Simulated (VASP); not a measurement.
**CsPbBr3 under changes of volume**

One of the cells (41.261 Å³/atom); the others are scaled copies at fixed shape and fractional positions:

```xyz
5
Lattice="5.9089 0.0000 0.0000 0.0000 5.9089 0.0000 0.0000 0.0000 5.9089" Properties=species:S:1:pos:R:3 pbc="T T T"
Pb    2.9544    2.9544    2.9544
Cs    0.0000    0.0000    0.0000
Br    2.9544    2.9544    0.0000
Br    2.9544    0.0000    2.9544
Br    0.0000    2.9544    2.9544
```

Measurements of this composition are mostly on another form, of space group No. 62.

* Program: VASP 6.6.1
* Functional: PBEsol
* Potentials or basis: VASP PAW PBE potentials, release 64 (Pb_d, Cs_sv, Br)
* Cutoff: 520 eV
* k mesh: 5 × 5 × 5
* Occupations: fermi-dirac, width 0.05 eV
* Spin: no spin polarisation

```csv
volume (Å³/atom),energy over the lowest point (meV/atom),pressure (GPa),gap on the mesh (eV)
38.025,?,?,?
38.834,3.44,0.9,2.51
39.643,0.00,0.4,2.54
41.261,0.10,-0.4,2.61
42.070,3.15,-0.8,2.63
42.880,7.91,-1.1,2.66
```

**Question.** What does the run at 38.025 Å³/atom give?

**Answer.** Energy over the lowest point 9.60 meV/atom; pressure 1.5 GPa; gap on the mesh 2.47 eV.

Worked out: A Birch-Murnaghan fit of order 3 (a polynomial in V^(-2/3)) to the other rows has its minimum at 40.42 Å³/atom with B0 = V·E''(V) = 21 GPa and B' = 4.8. It gives 9.59 meV/atom at 38.025 Å³/atom, against the run's 9.60, and -dE/dV = 1.5 GPa, against 1.5. A straight line through the other rows of the gap, of slope 1.52 eV per unit of ln V (its deformation potential), extrapolates to 2.48 eV, against the run's 2.47.

Energies are extrapolated to zero smearing.

Caveats: the PAW data sets were made with another functional, which shifts forces and pressure a little; spin-orbit coupling is left out, which as a rule narrows the gap of such compounds by several tenths of an eV; an odd mesh through Γ misses points on the zone boundary, where band edges often lie.
